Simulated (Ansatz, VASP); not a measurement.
# RuS2 in VASP and in Ansatz

```
CELL_PARAMETERS angstrom
0.00000 2.86664 2.86664
2.86664 0.00000 2.86664
2.86664 2.86664 0.00000
ATOMIC_POSITIONS crystal
Ru 0.00000 0.00000 0.00000
S 0.25000 0.25000 0.25000
S 0.75000 0.75000 0.75000
```

Alike in both runs: functional PBE; k mesh 11 × 11 × 11; occupations fermi-dirac, width 0.03 eV; no spin polarisation.

Ansatz relaxed the structure, and its values are those at the end. VASP's run is a single point on that final structure, the one shown.

|  | VASP | Ansatz |
| --- | --- | --- |
| version | VASP 6.6.1 | Ansatz 0.2.0 |
| potentials or method | VASP PAW PBE potentials, release 64 (Ru_pv, S) | PAW with Ansatz's default frozen-core files, scalar-relativistic |
| plane-wave cutoff (eV) | 520 | 420 |
| valence electrons in the cell | 26 | 28 |

```csv
,VASP,Ansatz,Ansatz less VASP
pressure (GPa),-0.2,0.0,+0.20
```

The functional is the same, so the differences come from potentials, cutoffs and numerics. The two sets of potentials don't hold the same shells in valence.
